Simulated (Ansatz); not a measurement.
Pressure coefficients of ZnSe

```cif
data_structure
_symmetry_space_group_name_H-M 'P 1'
_symmetry_Int_Tables_number 1
_cell_length_a 4.0076
_cell_length_b 4.0076
_cell_length_c 4.0076
_cell_angle_alpha 60.000
_cell_angle_beta 60.000
_cell_angle_gamma 60.000
_cell_volume 45.51
loop_
_atom_site_label
_atom_site_type_symbol
_atom_site_fract_x
_atom_site_fract_y
_atom_site_fract_z
_atom_site_occupancy
Zn1 Zn 0.00000 0.00000 0.00000 1
Se1 Se 0.75000 0.75000 0.75000 1
```

The runs use the primitive cell with vectors (0.000, 2.834, 2.834), (2.834, 0.000, 2.834), (2.834, 2.834, 0.000) Å, to which the k mesh refers.

Conventional cell: a = 5.668 Å, b = 5.668 Å, c = 5.668 Å, α = 90.00°, β = 90.00°, γ = 90.00°. Around Zn (atom 1) lie 4 Se at 2.45 Å. Around Se (atom 2) lie 4 Zn at 2.45 Å.

The geometry is COD entry 9008857, unchecked; take it as a test cell.

Theory: DFT, LDA, all-electron LAPW, scalar-relativistic (Ansatz 0.2.0).

Settings: a Γ-centred 8×8×8 k mesh, Fermi–Dirac smearing of 0.03 eV, basis error target 1 meV/atom, no spin polarisation.

The cell is scaled evenly with fractional coordinates held. Semilocal gaps are too small, but their slopes carry over better.

```csv
V/V(cell),P (GPa),gap on the k mesh (eV)
0.9405,0.60,1.283
0.9600,-0.86,1.198
0.9700,-1.54,1.155
0.9800,-2.19,1.113
0.9900,-2.80,1.072
1.0000,-3.37,1.032
1.0100,-3.92,0.992
1.0200,-4.43,0.954
1.0300,-4.91,0.916
1.0400,-5.36,0.878
1.0600,-6.19,0.806
```

Question: From the rows at 0.9900 and 1.0100, what is the bulk modulus at the cell's volume?

Answer: B = −ΔP/Δln V = −[(-3.92) − (-2.80)]/0.02000 = 56.0 GPa. This is the modulus at -3.37 GPa, not at zero pressure.

Question: What are the gap's volume deformation potential and pressure coefficient?

Answer: dEg/dln V = (0.992 − 1.072)/0.02000 = -4.00 eV, and dEg/dP = −(dEg/dln V)/B = 71 meV/GPa: pressure widens the gap.

Question: Predict the row at V/V(cell) = 0.9400. How far is a linear estimate of P off?

Answer: P = 0.64 GPa, gap 1.285 eV. The linear estimate P(cell) − B ln(V/V(cell)) = 0.10 GPa misses by 0.54 GPa, since the modulus grows under compression.
